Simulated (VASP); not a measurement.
# AgCl (Chlorargyrite) (Fm-3m) in VASP: single point with PBEsol

Aim: the single point of AgCl (Chlorargyrite) with PBEsol.

Everything below comes from runs of VASP 6.6.1. Logs are shortened: lines on timing, memory, paths and dates and some standing lists are left out, and cuts for length are marked.

**What was measured.**

A printed reference work, data compilation reports, for a bulk crystal of AgCl: band gap 3.249 eV (indirect).

How close the calculation comes is told below.

**1. The structure**

It takes space group Fm-3m (No. 225, cubic). Conventional cell: a = 5.448 Å, b = 5.448 Å, c = 5.448 Å, α = 90.00°, β = 90.00°, γ = 90.00°. Ag (site symmetry m-3m) has 6 Cl at 2.72 Å as nearest neighbours. Cl (site symmetry m-3m) is surrounded by 6 Ag at 2.72 Å.

**2. Single point, PBEsol**

Input file INCAR:

```
SYSTEM = AgCl
PREC = Accurate ; ENCUT = 520
EDIFF = 1E-7 ; ISMEAR = 0
SIGMA = 0.02 ; LREAL = .False.
LASPH = .True. ; NELM = 80
ALGO = Fast ; ISIF = 2
LWAVE = .False. ; LCHARG = .True.
GGA = PS ; LELF = .True.
LVHAR = .True. ; NBANDS = 16
```

Input file KPOINTS:

```
Automatic mesh
0
Gamma
  8 8 8
  0 0 0
```

Input file POSCAR:

```
AgCl
1.0
    0.0000000000      2.7237608967      2.7237608967
    2.7237608967      0.0000000000      2.7237608967
    2.7237608967      2.7237608967      0.0000000000
Ag Cl
1 1
Direct
    0.0000000000      0.0000000000      0.0000000000
    0.5000000000      0.5000000000      0.5000000000
```

Potentials or basis: VASP PAW PBE potentials, release 64 (Ag, Cl).

The run is started by

```bash
cat potpaw_PBE.64/Ag/POTCAR potpaw_PBE.64/Cl/POTCAR > POTCAR
mpirun -np 1 vasp_std > vasp.out
```

OUTCAR:

```text
SYSTEM = AgCl
   PREC = Accurate
   ENCUT = 520
   EDIFF = 1E-7
   ISMEAR = 0
   LREAL = .False.
   LASPH = .True.
   NELM = 80
   ISIF = 2
   GGA = PS

 ion  position               nearest neighbor table
   1  0.000  0.000  0.000-   2 2.72   2 2.72   2 2.72   2 2.72   2 2.72   2 2.72
   2  0.500  0.500  0.500-   1 2.72   1 2.72   1 2.72   1 2.72   1 2.72   1 2.72

  LATTYP: Found a face centered cubic cell.
 ALAT       =     5.4475217934

  Lattice vectors:

 A1 = (   0.0000000000,   2.7237608967,   2.7237608967)
 A2 = (   2.7237608967,   0.0000000000,   2.7237608967)
 A3 = (   2.7237608967,   2.7237608967,   0.0000000000)

Analysis of symmetry for initial positions (statically):
=====================================================================
 Subroutine PRICEL returns:
 Original cell was already a primitive cell.

 Routine SETGRP: Setting up the symmetry group for a
 face centered cubic supercell.

 Subroutine GETGRP returns: Found 48 space group operations
 (whereof 48 operations were pure point group operations)
 out of a pool of 48 trial point group operations.

The static configuration has the point symmetry O_h .

Analysis of symmetry for dynamics (positions and initial velocities):
=====================================================================
 Subroutine PRICEL returns:
 Original cell was already a primitive cell.

 Routine SETGRP: Setting up the symmetry group for a
 face centered cubic supercell.

 Subroutine GETGRP returns: Found 48 space group operations
 (whereof 48 operations were pure point group operations)
 out of a pool of 48 trial point group operations.

The dynamic configuration has the point symmetry O_h .

 Subroutine INISYM returns: Found 48 space group operations
 (whereof 48 operations are pure point group operations),
 and found     1 'primitive' translations

----------------------------------------------------------------------------------------

                                     Primitive cell

  volume of cell :      40.4145

  direct lattice vectors                    reciprocal lattice vectors
     0.000000000  2.723760897  2.723760897    -0.183569711  0.183569711  0.183569711
     2.723760897  0.000000000  2.723760897     0.183569711 -0.183569711  0.183569711
     2.723760897  2.723760897  0.000000000     0.183569711  0.183569711 -0.183569711

  length of vectors
     3.851979601  3.851979601  3.851979601     0.317952066  0.317952066  0.317952066

  position of ions in fractional coordinates (direct lattice)
     0.000000000  0.000000000  0.000000000
     0.500000000  0.500000000  0.500000000

  ion indices of the primitive-cell ions
   primitive index   ion index
                 1           1
                 2           2

----------------------------------------------------------------------------------------

 KPOINTS: Automatic mesh

Automatic generation of k-mesh.
 Grid dimensions read from file:
 generate k-points for:    8    8    8

 Generating k-lattice:

  Cartesian coordinates                     Fractional coordinates (reciprocal lattice)
    -0.022946214  0.022946214  0.022946214     0.125000000  0.000000000  0.000000000
     0.022946214 -0.022946214  0.022946214     0.000000000  0.125000000  0.000000000
     0.022946214  0.022946214 -0.022946214     0.000000000  0.000000000  0.125000000

  Length of vectors
     0.039744008  0.039744008  0.039744008

  Shift w.r.t. Gamma in fractional coordinates (k-lattice)
     0.000000000  0.000000000  0.000000000

 Subroutine IBZKPT returns following result:
 ===========================================

 Found     29 irreducible k-points:

 Following reciprocal coordinates:
            Coordinates               Weight
  0.000000  0.000000  0.000000      1.000000
  0.125000  0.000000  0.000000      8.000000
  0.250000  0.000000  0.000000      8.000000
  0.375000  0.000000  0.000000      8.000000
  0.500000  0.000000  0.000000      4.000000
  0.125000  0.125000  0.000000      6.000000
[... 16 lines left out ...]
  0.500000  0.250000  0.125000     48.000000
 -0.375000  0.250000  0.125000     24.000000
 [... further k-points ...]
   k-points           NKPTS =     29   k-points in BZ     NKDIM =     29   number of bands    NBANDS=     16
   number of dos      NEDOS =    301   number of ions     NIONS =      2
   total plane-waves  NPLWV =  27000
   dimension x,y,z NGX =    30 NGY =   30 NGZ =   30
   dimension x,y,z NGXF=    60 NGYF=   60 NGZF=   60
   ions per type =               1   1
   NGX,Y,Z   is equivalent  to a cutoff of  12.95, 12.95, 12.95 a.u.
   NGXF,Y,Z  is equivalent  to a cutoff of  25.90, 25.90, 25.90 a.u.
 SYSTEM =  AgCl
   PREC   = accura    normal or accurate (medium, high low for compatibility)
   ISTART =      0    job   : 0-new  1-cont  2-samecut
   ICHARG =      2    charge: 1-file 2-atom 10-const
   ISPIN  =      1    spin polarized calculation?
   LNONCOLLINEAR =      F non collinear calculations
   LSORBIT =      F    spin-orbit coupling
   LASPH  =      T    aspherical Exc in radial PAW
   ENCUT  =  520.0 eV  38.22 Ry    6.18 a.u.   7.16  7.16  7.16*2*pi/ulx,y,z
   NELM   =     80;   NELMIN=  2; NELMDL= -5     # of ELM steps
   EDIFF  = 0.1E-06   stopping-criterion for ELM
   LREAL  =      F    real-space projection
   EDIFFG = 0.1E-05   stopping-criterion for IOM
   NSW    =      0    number of steps for IOM
   IBRION =     -1    ionic relax: 0-MD 1-quasi-New 2-CG
   NFREE  =      0    steps in history (QN), initial steepest desc. (CG)
   ISIF   =      2    stress and relaxation
   ISYM   =      2    0-nonsym 1-usesym 2-fastsym
   POTIM  = 0.5000    time-step for ionic-motion
   TEBEG  =    0.0;   TEEND  =   0.0 temperature during run
   PSTRESS=    0.0 pullay stress
   NELECT =      18.0000    total number of electrons
   NUPDOWN=      -1.0000    fix difference up-down
   EMIN   =  10.00;   EMAX   =-10.00  energy-range for DOS
   EFERMI =   0.00;   METHOD = LEGACY
   ISMEAR =     0;   SIGMA  =   0.02  broadening in eV -4-tet -1-fermi 0-gaus
   EFERMI_NEDOS =   21; number of points for ismear=-14 and -15
   IALGO  =     68    algorithm
   IMIX   =      4    mixing-type and parameters
     AMIX     =   0.40;   BMIX     =  1.00
     AMIX_MAG =   1.60;   BMIX_MAG =  1.00
  volume/ion in A,a.u.               =      20.21       136.37
  Fermi-wavevector in a.u.,A,eV,Ry     =   1.250221  2.362575 21.266611  1.563052
  Thomas-Fermi vector in A             =   2.384225
   LORBIT       =      0    0 simple, 1 ext, 2 COOP (PROOUT), +10 PAW based schemes
   GGA     = PS    functional components
   LHFCALC =     F    Hartree Fock is set to
   AEXX    =    0.0000 exact exchange contribution
   IVDW    =     0    specifies the selected vdW correction
   LEPSILON=     F    determine dielectric tensor
   LRPA    =     F    only Hartree local field effects (RPA)
 non-spin polarized calculation
 RMM-DIIS sequential band-by-band and
 Gauss-broadening in eV      SIGMA  =   0.02
  energy-cutoff  :      520.00
  volume of cell :       40.41
 maximum number of plane-waves:      1106
 NGX is ok and might be reduce to    30
   NGX = 15   NGY = 15   NGZ = 15

 number of electron      18.0000001 magnetization

 Free energy of the ion-electron system (eV)
  ---------------------------------------------------
  ext. energy  EPLUGINS =         0.00000000
  ---------------------------------------------------
  free energy    TOTEN  =        -6.06105597 eV

  energy without entropy =       -6.06105597  energy(sigma->0) =       -6.06105597

 E-fermi :   4.5996     XC(G=0): -10.4996

 val. band max:        4.4175814663   @ k =   0.5000   0.0000   0.0000
 cond. band min:       5.1396698489   @ k =   0.0000   0.0000   0.0000
 fundamental gap:      0.7220883826
 Fermi energy:         4.5996025908

 k-point     1 :       0.0000    0.0000    0.0000
  band No.  band energies     occupation
      1     -11.1012      2.00000
      2       1.7083      2.00000
      3       1.7083      2.00000
      4       1.7083      2.00000
      5       1.7514      2.00000
      6       1.7514      2.00000
[... 8 lines left out ...]
     15      17.8983      0.00000
     16      17.8984      0.00000

 k-point     2 :       0.1250    0.0000    0.0000
  band No.  band energies     occupation
      1     -11.0301      2.00000
      2       0.9327      2.00000
      3       1.0081      2.00000
      4       1.0081      2.00000
      5       1.7715      2.00000
      6       1.7715      2.00000
[... 8 lines left out ...]
     15      16.4617      0.00000
     16      17.0441      0.00000

 k-point     3 :       0.2500    0.0000    0.0000
  band No.  band energies     occupation
      1     -10.8498      2.00000
      2      -0.1967      2.00000
      3       0.3862      2.00000
      4       0.3862      2.00000
      5       1.9186      2.00000
      6       1.9186      2.00000
[... 8 lines left out ...]
     15      16.6322      0.00000
     16      16.9857      0.00000

 k-point     4 :       0.3750    0.0000    0.0000
  band No.  band energies     occupation
      1     -10.6559      2.00000
      2      -1.0517      2.00000
      3      -0.0089      2.00000
      4      -0.0089      2.00000
      5       2.0728      2.00000
      6       2.0728      2.00000
[... 8 lines left out ...]
     15      17.4886      0.00000
     16      17.4886      0.00000
[... 324 lines left out ...]
 k-point    22 :       0.3750    0.2500    0.1250
  band No.  band energies     occupation
      1     -10.7401      2.00000
      2      -0.6036      2.00000
      3       0.2962      2.00000
      4       0.6678      2.00000
      5       1.8149      2.00000
      6       2.0506      2.00000
[... 8 lines left out ...]
     15      18.5842      0.00000
     16      19.9051      0.00000

 k-point    23 :       0.5000    0.2500    0.1250
  band No.  band energies     occupation
      1     -10.6021      2.00000
      2      -0.8422      2.00000
      3      -0.0217      2.00000
      4       0.2350      2.00000
      5       1.9555      2.00000
      6       2.1470      2.00000
[... 8 lines left out ...]
     15      18.8027      0.00000
     16      19.6991      0.00000

 k-point    24 :      -0.3750    0.2500    0.1250
  band No.  band energies     occupation
      1     -10.5430      2.00000
      2      -0.9176      2.00000
      3      -0.0895      2.00000
      4      -0.0229      2.00000
      5       2.0621      2.00000
      6       2.1392      2.00000
[... 8 lines left out ...]
     15      17.9639      0.00000
     16      19.4594      0.00000

 [... further k-points ...]
[... 5 lines left out ...]
  --------------------------------------------------------------------------------------
  -------------------------------------------------------------------------------------
  Total       -0.0278091     -0.0278091     -0.0278091     -0.0000000     -0.0000000      0.0000000
  in kB       -1.1024556     -1.1024556     -1.1024556     -0.0000000     -0.0000000      0.0000000
  external PRESSURE =      -1.1024556 kB  Pullay stress =       0.0000000 kB

 VOLUME and BASIS-vectors are now :
 -----------------------------------------------------------------------------
  energy-cutoff  :      520.00
  volume of cell :       40.41
      direct lattice vectors                 reciprocal lattice vectors
     0.000000000  2.723760897  2.723760897    -0.183569711  0.183569711  0.183569711
     2.723760897  0.000000000  2.723760897     0.183569711 -0.183569711  0.183569711
     2.723760897  2.723760897  0.000000000     0.183569711  0.183569711 -0.183569711

 POSITION                                       TOTAL-FORCE (eV/Angst)
 -----------------------------------------------------------------------------------
      0.00000      0.00000      0.00000         0.000000      0.000000      0.000000
      2.72376      2.72376      2.72376        -0.000000     -0.000000     -0.000000
 -----------------------------------------------------------------------------------
    total drift:                               -0.000000      0.000000      0.000000

  FREE ENERGIE OF THE ION-ELECTRON SYSTEM (eV)
  ---------------------------------------------------
  free  energy   TOTEN  =        -6.0610559745 eV

  energy  without entropy=       -6.0610559745  energy(sigma->0) =       -6.06105597
```

It took 11 s on 1 thread of Intel Xeon 6975P-C (Granite Rapids), shared host; peak memory 0.17 GiB.

Results:

- Free energy: -6.0611 eV
- Pressure: -0.1 GPa
- Band gap on the k mesh: 0.72 eV, indirect (least direct gap 3.22 eV)

Levels at points of the mesh, in eV from the valence-band top:
```tsv
k point	band 7	band 8	band 9	band 10	band 11	band 12
(0.00, 0.00, 0.00)	-2.56	-2.56	-2.56	0.72	10.73	10.73
(0.50, 0.00, 0.00)	-1.94	0.00	0.00	3.88	6.74	7.42
(0.50, 0.50, 0.00)	-2.14	-2.14	-2.02	2.14	7.78	8.64
```

Caveat: the PAW data sets were made with another functional, which shifts forces and pressure a little.

**3. Comparison with measurements**

Step 2. A measured gap of AgCl is 3.249 eV (indirect; a printed reference work, data compilation); the calculated 0.72 eV misses it by -2.53 eV. So large a miss can be the level of theory's own, or it may mean another phase, state or a wrong row. Spin-orbit coupling on Ag is left out. The value is that of PBEsol on a finite k mesh, which can miss the band edges, without temperature or zero-point motion. Semilocal functionals fall short of measured gaps as a rule.
